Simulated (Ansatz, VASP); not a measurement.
# One calculation of As, two programs

The input INCAR:

```
SYSTEM = As
PREC     = Accurate       ! precision mode
ENCUT    = 520            ! plane-wave cutoff, eV
EDIFF    = 1E-6           ! SCF threshold, eV
ISMEAR   = -1             ! smearing method
SIGMA    = 0.1            ! smearing width, eV
LREAL    = .False.        ! projectors in reciprocal space
LASPH    = .True.         ! aspherical terms in the spheres
NELM     = 80             ! most SCF steps
ALGO     = Normal         ! electronic algorithm
ISIF     = 2              ! what is computed and relaxed
LWAVE    = .False.        ! write WAVECAR
LCHARG   = .False.        ! write CHGCAR
GGA      = RE             ! functional
NBANDS   = 8              ! bands
```

The input KPOINTS:

```
Automatic mesh
0
Gamma
  15 15 15
  0 0 0
```

POSCAR

```
As
1.0
   -1.6197164567      1.6197164567      1.6197164567
    1.6197164567     -1.6197164567      1.6197164567
    1.6197164567      1.6197164567     -1.6197164567
As
1
Direct
    0.0000000000      0.0000000000      0.0000000000
```

Input for Ansatz:

```yaml
crystal:
  lattice:
    - [-1.6197164567, 1.6197164567, 1.6197164567]
    - [1.6197164567, -1.6197164567, 1.6197164567]
    - [1.6197164567, 1.6197164567, -1.6197164567]
  atoms:
    - { symbol: As, position: [0.0, 0.0, 0.0] }
hamiltonian:
  xc: revpbe
  pseudopotentials:
    kind: paw
    azcp:
      As: "pseudopotentials/As.paw.azcp"
basis:
  ecutwfc: 420
  fft_grid_basis: typed
kpoints:
  mp_grid: { grid: [15, 15, 15], shift: [0, 0, 0] }
magnetization:
  spin_polarized: false
scf:
  occupations: { method: fermi_dirac, width: 0.1 }
  lower_state_search: "off"
output:
  stress: true
```

Alike in both runs: task single point; functional revPBE; k mesh 15 × 15 × 15; occupations fermi-dirac, width 0.1 eV; no spin polarisation.

|  | VASP | Ansatz |
| --- | --- | --- |
| version | VASP 6.6.1 | Ansatz 0.2.0 |
| potentials or method | VASP PAW PBE potentials, release 64 (As) | plane waves (420 eV) with PAW, scalar-relativistic |
| plane-wave cutoff (eV) | 520 | 420 |
| valence electrons in the cell | 5 | 15 |

|  | VASP | Ansatz | Ansatz less VASP |
| --- | --- | --- | --- |
| pressure (GPa) | 13.2 | 13.0 | -0.15 |

The two sets of potentials don't hold the same shells in valence.

Caveats: the PAW data sets were made with another functional, which shifts forces and pressure a little (VASP).
